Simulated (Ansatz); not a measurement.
AlP, space group F-43m, cell relaxations under several functionals

Computed with Ansatz 0.2.0, Python API.

`lattice_alp.py`
```python
"""How the lattice of AlP depends on the functional."""

import ansatz
import numpy as np

config = {
    "force_tol": 0.01,
}

def edges_and_angles(cell):
    cell = np.asarray(cell)
    a, b, c = np.linalg.norm(cell, axis=1)
    cosines = cell[1] @ cell[2] / (b * c), cell[0] @ cell[2] / (a * c), cell[0] @ cell[1] / (a * b)
    return (a, b, c, *np.degrees(np.arccos(cosines)))

crystal = (
    ansatz.Lattice.of([0.0, 2.7255, 2.7255], [2.7255, 0.0, 2.7255], [2.7255, 2.7255, 0.0])
    .atom("Al", [0.0, 0.0, 0.0])
    .atom("P", [0.25, 0.25, 0.25])
)

calc = (
    crystal.calculation()
    .kpoints(8)
    .occupations(ansatz.OccupationsMethod.FIXED)
    .relax(cell=True, force_tolerance=config["force_tol"])
)

levels = [("pbe", "d4"), ("revpbe", "d3bj"), ("pbe", "none"), ("r2scan", "d4")]
print("level            a       b       c    alpha   beta  gamma  V/atom  steps")
for name, dispersion in levels:
    seen = []
    run = calc.functional(name, dispersion=dispersion).session().plan()
    outcome = run.execute(on_event=lambda e: seen.append(e) if e["event"] == "relax_step" else None)
    cell = outcome.lattice.cell_ang
    label = name if dispersion == "none" else f"{name}+{dispersion}"
    print("{:13s} {:7.4f} {:7.4f} {:7.4f} {:6.2f} {:6.2f} {:6.2f}".format(label, *edges_and_angles(cell)), f"{abs(np.linalg.det(cell)) / len(outcome.lattice.sites):7.3f} {len(seen):5d}")
```

```console
$ python lattice_alp.py
level            a       b       c    alpha   beta  gamma  V/atom  steps
DeckWarning: basis.ecutwfc = 420 eV, auto-derived from the records' recommended cutoffs: set by Al (normal level)
pbe+d4         3.8550  3.8550  3.8550  60.00  60.00  60.00  20.255     3
revpbe+d3bj    3.8344  3.8344  3.8344  60.00  60.00  60.00  19.932     4
pbe            3.8939  3.8939  3.8939  60.00  60.00  60.00  20.874     4
DeckWarning: basis.ecutwfc = 500 eV, auto-derived from the records' recommended cutoffs: set by Al (their level for a meta-GGA)
r2scan+d4      3.8622  3.8622  3.8622  60.00  60.00  60.00  20.369     4
```
(Warnings from the package without file and line.)

From smallest to largest: revPBE+D3BJ (19.93 Å³ an atom, -1.6 % against the start), PBE+D4 (20.26 Å³ an atom, +0.0 % against the start), r2SCAN+D4 (20.37 Å³ an atom, +0.6 % against the start) and PBE (20.87 Å³ an atom, +3.1 % against the start). The spread is 4.7 % in volume.

What to keep in mind:
- Forces vanish by symmetry, so the ions can't move, and the end may be a saddle.
- Edges and angles are those of the cell as typed, here a primitive one, not of the conventional cell.
- Of the deposited cell: the entry's cell lengths or inner coordinates differ somewhat from later room-temperature determinations.
- The starting cell is as deposited in a crystallographic database; the results hold for this polymorph, which needn't be the stable one.
- Timing: 22 s on 1 thread of Arm Neoverse V1, on a shared host, peak memory 0.5 GiB.
